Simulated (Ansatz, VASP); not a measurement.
Two plane-wave programs on Ti

```
Ti
1.0
     2.78014    0.00000    0.00000
    -0.92671    2.62114    0.00000
     0.00000    0.00000   18.53995
Ti
3
Cartesian
  0.9267 1.3106 7.0000
  0.0000 0.0000 9.1430
  0.9267 1.3106 11.2751
```

Alike in both runs: functional PBEsol; k mesh 11 × 11 × 1; occupations gaussian, width 0.1 eV; no spin polarisation.

Ansatz relaxed the structure, and its values are those at the end. VASP's run is a single point on that final structure, the one shown.

```csv
,VASP,Ansatz
version,VASP 6.6.1,Ansatz 0.2.0
potentials or method,"VASP PAW PBE potentials, release 64 (Ti_sv)","scalar-relativistic, plane waves, PAW"
plane-wave cutoff (eV),520,420
valence electrons in the cell,36,36
```

VASP gave:

| Item | Value |
| --- | --- |
| gap on the k mesh at the Fermi level (eV) | none |
| rms of the force components (eV/Å) | 0.014 |

**Question.** Which values does Ansatz return?

**Answer.** gap on the k mesh at the Fermi level (eV): none; rms of the force components (eV/Å): 0.011.

A gap of «none» marks a metal or a gap that the smearing closes.

Caveats: the PAW data sets were made with another functional, which shifts forces and pressure a little (VASP).
